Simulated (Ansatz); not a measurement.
TiSi2:

```xyz
3
Lattice="-1.4729 1.7121 4.2121 1.4729 -1.7121 4.2121 1.4729 1.7121 -4.2121" Properties=species:S:1:pos:R:3 pbc="T T T"
Ti    0.0000    0.0000    0.0000
Si    0.0000    0.0000    5.6448
Si    0.0000    0.0000    2.7793
```

The cell comes from a database or a generator and needn't be the stable form of this composition.

* Program: Ansatz 0.2.0
* Task: relaxation of cell and atoms
* Functional: PBEsol
* Potentials or basis: Ansatz PAW
* Cutoff: 420 eV (not typed: the program's choice for these potentials)
* k mesh: 12 × 12 × 12
* Occupations: fermi-dirac, width 0.05 eV
* Spin: no spin polarisation
* Hubbard terms: Ti d U = 6 eV

At the start: volume 14.16 Å³/atom.

Q: How do energy, volume and symmetry change on relaxing?

A: It ends after 15 steps and the volume is 15.08 Å³/atom (+6.5 %); space group Immm (No. 71, to 0.05 Å).

The path:
| step | energy change (eV) | largest force (eV/Å) | volume (Å³) |
| --- | --- | --- | --- |
| 1 | 0.0000 | 0.2663 | 42.49 |
| 2 | -0.0111 | 0.1525 | 43.12 |
| 3 | -0.0216 | 0.0303 | 42.91 |
| 4 | -0.0297 | 0.0085 | 43.29 |
| 5 | -0.0383 | 0.0242 | 43.79 |
| 6 | -0.0452 | 0.1731 | 44.41 |
| 7 | -0.0492 | 0.0848 | 45.21 |
| 8 | -0.0500 | 0.0068 | 45.11 |
| 9 | -0.0501 | 0.0070 | 44.89 |
| 10 | -0.0506 | 0.0097 | 45.14 |
| 11 | -0.0506 | 0.0036 | 45.09 |
| 12 | -0.0506 | 0.0013 | 45.12 |
| 13 | -0.0530 | 0.0006 | 45.12 |
| 14 | -0.0531 | 0.0004 | 45.24 |
| 15 | -0.0531 | 0.0005 | 45.24 |

Final structure:
```yaml
crystal:
  lattice:
    - [-1.54589, 1.60075, 4.57075]
    - [1.54589, -1.60075, 4.57075]
    - [1.54589, 1.60075, -4.57075]
  atoms:
    - { symbol: Ti, position: [0.00000, 0.00000, 0.00000] }
    - { symbol: Si, position: [0.68767, 0.68767, 0.00000] }
    - { symbol: Si, position: [0.31233, 0.31233, 0.00000] }
```

Caveat: the plane-wave basis is chosen anew once the cell has moved, so the energies of steps on either side of that aren't comparable; U without spin polarisation on a metal has little footing; the PAW data sets come from PBE, with cores solved anew for the run's functional, which leaves a small shift of forces and pressure; the U is typed as a test and isn't derived for this compound.
